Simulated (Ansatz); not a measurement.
# NiGe (Pnma) in Ansatz: further runs, part 2 of 2

Ansatz 0.2.0. The steps go on from the part before.

### Step 3. Band structure, r2SCAN, collinear spin, ferromagnetic start

Input file input.yaml:

```yaml
crystal:
  lattice:
    - [5.381, 0.0, 0.0]
    - [0.0, 3.428, 0.0]
    - [0.0, 0.0, 5.811]
  atoms:
    - { symbol: Ge, position: [0.312, 0.75, 0.917] }
    - { symbol: Ge, position: [0.688, 0.25, 0.083] }
    - { symbol: Ge, position: [0.188, 0.25, 0.417] }
    - { symbol: Ge, position: [0.812, 0.75, 0.583] }
    - { symbol: Ni, position: [0.495, 0.75, 0.31], spin: 1.0 }
    - { symbol: Ni, position: [0.505, 0.25, 0.69], spin: 1.0 }
    - { symbol: Ni, position: [0.005, 0.25, 0.81], spin: 1.0 }
    - { symbol: Ni, position: [0.995, 0.75, 0.19], spin: 1.0 }
hamiltonian:
  xc: r2scan
  pseudopotentials: { kind: paw }
magnetization:
  spin_polarized: true
kpoints:
  mp_grid: { grid: [5, 8, 5] }
  band_path:
    path:
      - [[0.0, 0.0, 0.0], [0.0, -0.5, 0.0], [-0.5, -0.5, 0.0], [-0.5, 0.0, 0.0], [0.0, 0.0, 0.0], [0.0, 0.0, -0.5], [0.0, -0.5, -0.5], [-0.5, -0.5, -0.5], [-0.5, 0.0, -0.5], [0.0, 0.0, -0.5]]
      - [[-0.5, 0.0, 0.0], [-0.5, 0.0, -0.5]]
      - [[0.0, -0.5, -0.5], [0.0, -0.5, 0.0]]
      - [[-0.5, -0.5, 0.0], [-0.5, -0.5, -0.5]]
    npoints: 10
scf:
  occupations: { method: fermi_dirac, width: 0.05 }
  n_extra_bands: 20
output:
  forces: true
  stress: true
  eigenvalues: true
  fatbands: true
```

Potentials or basis: Ansatz PAW.

Launch:

```bash
$ ansatz run input.yaml --threads 4 --pin off --max-ram 11264MiB --backend cpu --events-out ev --progress --plain --runs-dir out
```

What it wrote:

```text
Warning: RAYON_NUM_THREADS=4 ignored (pool sized by the plan → 4); use --threads N
scf.n_extra_bands = 20 over 64 filled bands (N_el = 128.0): the run solves 84 bands
Engine: ansatz 0.2.0, x86_64-unknown-linux-gnu
Pseudopotentials: kind: paw
Pseudopotential: Ge, paw, valence charge 14, recommended cutoff 500 eV (meta_gga), Ge.paw.azcp
Pseudopotential: Ni, paw, valence charge 18, recommended cutoff 500 eV (meta_gga), Ni.paw.azcp
Functional definition: r2SCAN
  parameter k0 = 0.174
  parameter k1 = 0.065
  parameter a1 = 4.9479
  exchange = r2scan_x(k0 = k0, k1 = k1, a1 = a1)
  correlation = r2scan_c
Crystal: 8 atoms, lattice volume = 107.190 Å³
Basis set: ecut = 500 eV, 2731 PW (Γ), exchange–correlation on 160×108×180 points (64 copies of the dense FFT grid, shifted against one another)
Bands: 84, of which v1, the nominal top of the filled ones, is band 64 counted from 1 (63 counted from 0)
Symmetry: 8 space group operations
Space group: Pnma (ITA 62), of the structure as read, at distance tolerance 4.8e-5 Å
Magnetic group: BNS 62.441 (UNI 539), of the structure as read, at distance tolerance 4.8e-5 Å
k-points: 45 of 200
Non-local potential: Ge, projectors of the file, l = 0: 2, l = 1: 2, l = 2: 3, l = 3: 1
Non-local potential: Ni, projectors of the file, l = 0: 3, l = 1: 2, l = 2: 3, l = 3: 1
PAW form: soft (Blöchl's): semilocal exchange-correlation on the pseudo side does not see the compensation charge
PAW frozen core: Ge, regenerated for the run's functional (the file was generated under x = pbe(κ = 0.804, μ = 0.2195149727645171), c = pbe(β = 0.06672455060314922))
PAW frozen core: Ni, regenerated for the run's functional (the file was generated under x = pbe(κ = 0.804, μ = 0.2195149727645171), c = pbe(β = 0.06672455060314922))
PAW one-centre angular grid: Ge, 590 points (default); XC on 160 Gauss nodes
PAW one-centre angular grid: Ni, 590 points (default); XC on 160 Gauss nodes
Initial density: superposition of atomic densities (chi_scale 0.1, normalization cell)
Starting moments: Σ|m| = 4 μB on 4 of 8 sites
Initial wavefunctions: pseudopotential atomic-orbital guess
Functional: x = r2scan, c = r2scan; τ floored in thin density (d = 2e-4 eV/Å³)
iter 1 solved again at ethr=7.49e-4 eV; its pass at ethr=3.10e-3 eV (dr2=9.59e-1 eV) is discarded
SCF iter   1: F=—  HF=-40587.421357 eV  |F-HF|=—  |Δ(HF+E_count)|=         —  Δρ=4.67e-2 (↑2.75e-2 ↓4.67e-2)  dr2=1.39e0  dr2_τ=3.40e-2  dr2_m=9.91e-1  M=1.772 μB ∫|m|=2.841 μB  β_m=0.54  ethr=7.49e-4  ⟨swp⟩=4.1  Hψ=40977  notcnv=0
Mixer restart at iter 1: flushing history
[... 29 lines left out ...]
SCF converged after 21 iterations
Magnetization: 0.0000 μB (64.0000 up, 64.0000 down)
Absolute magnetization: 0.0000 μB (∫|ρ↑−ρ↓|, with the PAW one-centre terms)
Spin contamination: 0.0000 ħ² per cell (⟨S²⟩ above its minimum at these occupations)
Per-site moments (μB) at R_I (Å): [(2.3001255413856306e-7, 0.9608992184389613), (2.3001255454041468e-7, 0.9608992184389614), (2.3001255440691035e-7, 0.9608992184389611), (2.3001255392918284e-7, 0.9608992184389613), (1.3186246116907846e-6, 0.9608992184389613), (1.3186246122184598e-6, 0.9608992184389611), (1.3186246121161607e-6, 0.9608992184389614), (1.3186246116729105e-6, 0.9608992184389613)]
Free energy (F): -40594.867653 eV
Harris-Foulkes:  -40594.867653 eV  (|F-HF|=2.11e-9)
Internal energy: -40594.845842 eV  (E = F + TS)
E sigma→0 (E₀):  -40594.856748 eV
Entropy (-TS):   -0.021812 eV (-2.726 meV/atom)
Fermi energy:    15.419263 eV
--- Per-component energies (eV) ---
  E_band       = -1706.627892
  E_kinetic    = 1586.589005
  E_local      = -23453.065732  (includes V_loc(G=0)·N_el)
  E_nonlocal   = 4251.757768
  E_hartree    = 10085.264037
  E_xc         = -595.116176
  E_vxc        = -745.662609  (∫ρ·V_xc dr)
  E_paw        = -14725.572324  (= ΣΔE_a)
  E_vpaw       = -3567.517118  (= ΣTr[D̂ρ^β])
  E_aug_tail   = 0.001002  (compensation charges beyond the density's cutoff)
  E_vtau       = 50.735872  (kinetic-family band-sum trace: ∫τ·v_τ [+ j·A + Jᵃ·Aᵃ] dr)
  E_ewald      = -17739.160084
  E_core_change = -5.543337  (= ΣΔE_core)
  E_smearing   = -0.021812  (= −TS)
  E_closure    = -0.000000  (closes the sum)
  Σ components = -40594.867653   (vs F -40594.867653, Δ=0.00e0)
--- Forces (eV/Å), atoms counted from 1 ---
  atom   1  Ge    -0.09158563    -0.00000000    -0.08433361
  atom   2  Ge     0.09158563     0.00000000     0.08433361
  atom   3  Ge     0.09158563    -0.00000000    -0.08433361
  atom   4  Ge    -0.09158563     0.00000000     0.08433361
  atom   5  Ni     0.00494930     0.00000000    -0.07366095
  atom   6  Ni    -0.00494930     0.00000000     0.07366095
  atom   7  Ni    -0.00494930     0.00000000    -0.07366095
  atom   8  Ni     0.00494930     0.00000000     0.07366095
  max |Σ_I F_I| component: 4.16e-17 eV/Å
--- Stress (GPa, compression-positive) ---
       -2.983084       0.000000       0.000000
        0.000000      -0.734821       0.000000
        0.000000       0.000000      -0.912648
  P = ⅓ Tr σ = -1.5435 GPa (-15.435 kbar)
--- Band table (eV; the first three rows and the last of 90) ---
  k-point 0 ↑: bands = ["-91.8373", "-91.8350", "-91.8348", "-91.8325", "-50.8065", "-50.8038", "-50.7976", "-50.7902", "-50.7847", "-50.7823", "-50.7604", "-50.7580", "-50.7436", "-50.7404", "-50.7330", "-50.7297", "-10.0109", "-9.9986", "-9.9862", "-9.9857", "-9.9609", "-9.9433", "-9.9429", "-9.9383", "-9.9288", "-9.9266", "-9.9245", "-9.9133", "-9.9098", "-9.9088", "-9.9021", "-9.8954", "-9.8939", "-9.8886", "-9.8875", "-9.8862", "1.7856", "5.0300", "6.3818", "6.5280", "8.7749", "9.3066", "11.3293", "11.5735", "11.7483", "11.7863", "11.8579", "12.0759", "12.1016", "12.5885", "12.6005", "12.7979", "12.8571", "13.1361", "13.2933", "13.3598", "13.4117", "13.5010", "13.5066", "13.5807", "13.6150", "14.2262", "14.4187", "14.5417", "16.0838", "16.1538", "19.5474", "19.6995", "20.1191", "20.3555", "20.3942", "21.4446", "22.4382", "22.6713", "22.9489", "23.2386", "25.2112", "25.2648", "25.2875", "25.9909", "26.3053", "27.7935", "27.9871", "28.0796"]
  k-point 1 ↑: bands = ["-91.8372", "-91.8357", "-91.8342", "-91.8326", "-50.8062", "-50.8041", "-50.7969", "-50.7910", "-50.7843", "-50.7825", "-50.7602", "-50.7582", "-50.7434", "-50.7408", "-50.7325", "-50.7299", "-10.0097", "-9.9997", "-9.9858", "-9.9852", "-9.9602", "-9.9470", "-9.9405", "-9.9354", "-9.9299", "-9.9258", "-9.9244", "-9.9118", "-9.9115", "-9.9088", "-9.9003", "-9.8980", "-9.8966", "-9.8878", "-9.8877", "-9.8863", "1.9629", "4.3377", "6.6140", "6.7973", "8.6059", "9.9666", "10.6688", "11.5832", "11.6566", "11.8421", "11.9009", "12.1388", "12.2037", "12.6024", "12.6633", "12.7271", "12.8779", "13.1541", "13.2218", "13.2318", "13.3994", "13.4072", "13.4679", "13.6005", "13.8297", "14.0294", "14.4618", "15.0785", "16.3965", "16.5399", "18.4689", "19.1799", "19.9684", "20.2273", "20.5322", "21.4525", "22.4544", "22.9185", "23.2554", "23.3601", "24.9349", "25.2162", "25.7271", "25.9889", "26.0766", "26.3290", "26.8972", "27.6214"]
  k-point 2 ↑: bands = ["-91.8368", "-91.8363", "-91.8335", "-91.8329", "-50.8056", "-50.8048", "-50.7952", "-50.7930", "-50.7836", "-50.7830", "-50.7596", "-50.7588", "-50.7427", "-50.7417", "-50.7316", "-50.7306", "-10.0065", "-10.0027", "-9.9849", "-9.9846", "-9.9575", "-9.9526", "-9.9370", "-9.9330", "-9.9279", "-9.9245", "-9.9241", "-9.9188", "-9.9076", "-9.9067", "-9.9029", "-9.9020", "-9.8953", "-9.8902", "-9.8869", "-9.8864", "2.4851", "3.3146", "6.8352", "7.0228", "8.7917", "9.5878", "11.0169", "11.4769", "11.8247", "11.9649", "11.9864", "12.1580", "12.3637", "12.5698", "12.6248", "12.7136", "12.8398", "12.9555", "13.0428", "13.1712", "13.3194", "13.4831", "13.5541", "13.5800", "13.7986", "14.0056", "14.7260", "15.6995", "16.0656", "17.2298", "17.5968", "18.7531", "19.4471", "20.3124", "21.1599", "21.4215", "22.1638", "22.3980", "23.6266", "23.7071", "24.4779", "24.5333", "24.6130", "24.9283", "26.2037", "27.2519", "27.2554", "27.9456"]
  k-point 44 ↓: bands = ["-91.8352", "-91.8352", "-91.8344", "-91.8344", "-50.7982", "-50.7982", "-50.7968", "-50.7968", "-50.7791", "-50.7791", "-50.7697", "-50.7697", "-50.7383", "-50.7383", "-50.7373", "-50.7373", "-9.9907", "-9.9907", "-9.9902", "-9.9902", "-9.9534", "-9.9534", "-9.9445", "-9.9445", "-9.9161", "-9.9161", "-9.9144", "-9.9144", "-9.9039", "-9.9039", "-9.9001", "-9.9001", "-9.8877", "-9.8877", "-9.8862", "-9.8862", "5.8498", "5.8498", "6.1205", "6.1205", "8.9266", "8.9266", "9.4407", "9.4407", "12.0053", "12.0053", "12.0684", "12.0684", "12.2227", "12.2227", "12.4290", "12.4290", "12.9390", "12.9390", "13.0721", "13.0721", "13.4505", "13.4505", "13.5175", "13.5175", "13.7105", "13.7105", "13.7350", "13.7350", "16.9928", "16.9928", "17.8654", "17.8654", "18.5482", "18.5482", "19.4786", "19.4786", "21.2642", "21.2642", "22.1733", "22.1733", "23.2831", "23.2831", "24.0749", "24.0749", "27.0358", "27.0358", "29.2569", "29.2569"]
```

Run time: 8.5 min. Hardware: 4 threads of Intel Xeon at 2.50GHz (Skylake/Cascade Lake), shared host; peak memory 1.6 GiB.

Results:

| Item | Value |
| --- | --- |
| Free energy | -40594.8677 eV |
| Pressure | -1.5 GPa |
| Largest force | 0.124 eV/Å |
| Band gap on the k mesh | none (metal or under the smearing width) |
| Net moment | 0.00 μB per cell |
| Absolute moment | 0.00 μB per cell |

Forces on the atoms (eV/Å):
```
Ge  -0.092  0.000 -0.084
Ge   0.092  0.000  0.084
Ge   0.092  0.000 -0.084
Ge  -0.092  0.000  0.084
Ni   0.005  0.000 -0.074
Ni  -0.005  0.000  0.074
Ni  -0.005  0.000 -0.074
Ni   0.005  0.000  0.074
```

Stress tensor (GPa, compression positive):
```
-2.98  0.00  0.00
 0.00 -0.73  0.00
 0.00  0.00 -0.91
```

Levels at the corners of the path, in eV from the Fermi level:
Spin up:
```tsv
point	band 61	band 62	band 63	band 64	band 65	band 66	band 67	band 68
Γ	-1.80	-1.19	-1.00	-0.88	0.66	0.73	4.13	4.28
X	-1.75	-1.75	-1.34	-1.34	-0.59	-0.59	2.06	2.06
S	-1.50	-1.50	-1.50	-1.50	0.32	0.32	0.32	0.32
Y	-1.75	-1.75	0.66	0.66	1.56	1.56	3.32	3.32
Γ	-1.80	-1.19	-1.00	-0.88	0.66	0.73	4.13	4.28
Z	-1.49	-1.49	-0.32	-0.32	1.21	1.21	2.79	2.79
U	-1.76	-1.76	-1.64	-1.64	0.28	0.28	0.75	0.75
R	-1.70	-1.70	-1.70	-1.70	2.48	2.48	2.48	2.48
T	-1.09	-1.09	0.58	0.58	2.55	2.55	2.65	2.65
Z	-1.49	-1.49	-0.32	-0.32	1.21	1.21	2.79	2.79
Y	-1.75	-1.75	0.66	0.66	1.56	1.56	3.32	3.32
T	-1.09	-1.09	0.58	0.58	2.55	2.55	2.65	2.65
U	-1.76	-1.76	-1.64	-1.64	0.28	0.28	0.75	0.75
X	-1.75	-1.75	-1.34	-1.34	-0.59	-0.59	2.06	2.06
S	-1.50	-1.50	-1.50	-1.50	0.32	0.32	0.32	0.32
R	-1.70	-1.70	-1.70	-1.70	2.48	2.48	2.48	2.48
```
Spin down:
```
point  band 60  band 61  band 62  band 63  band 64  band 65  band 66  band 67  band 68  band 69
    Γ    -1.84    -1.80    -1.19    -1.00    -0.88     0.66     0.73     4.13     4.28     4.70
    X    -1.88    -1.75    -1.75    -1.34    -1.34    -0.59    -0.59     2.06     2.06     2.27
    S    -1.87    -1.50    -1.50    -1.50    -1.50     0.32     0.32     0.32     0.32     4.29
    Y    -1.77    -1.75    -1.75     0.66     0.66     1.56     1.56     3.32     3.32     4.55
    Γ    -1.84    -1.80    -1.19    -1.00    -0.88     0.66     0.73     4.13     4.28     4.70
    Z    -1.90    -1.49    -1.49    -0.32    -0.32     1.21     1.21     2.79     2.79     4.56
    U    -1.81    -1.76    -1.76    -1.64    -1.64     0.28     0.28     0.75     0.75     2.24
    R    -1.96    -1.70    -1.70    -1.70    -1.70     2.48     2.48     2.48     2.48     3.40
    T    -1.95    -1.09    -1.09     0.58     0.58     2.55     2.55     2.65     2.65     2.68
    Z    -1.90    -1.49    -1.49    -0.32    -0.32     1.21     1.21     2.79     2.79     4.56
    Y    -1.77    -1.75    -1.75     0.66     0.66     1.56     1.56     3.32     3.32     4.55
    T    -1.95    -1.09    -1.09     0.58     0.58     2.55     2.55     2.65     2.65     2.68
    U    -1.81    -1.76    -1.76    -1.64    -1.64     0.28     0.28     0.75     0.75     2.24
    X    -1.88    -1.75    -1.75    -1.34    -1.34    -0.59    -0.59     2.06     2.06     2.27
    S    -1.87    -1.50    -1.50    -1.50    -1.50     0.32     0.32     0.32     0.32     4.29
    R    -1.96    -1.70    -1.70    -1.70    -1.70     2.48     2.48     2.48     2.48     3.40
```

Caveat: the magnetic or orbital state may not be the lowest; the PAW data sets come from PBE, with cores solved anew for the run's functional, which leaves a small shift of forces and pressure; the starting moments weren't kept.
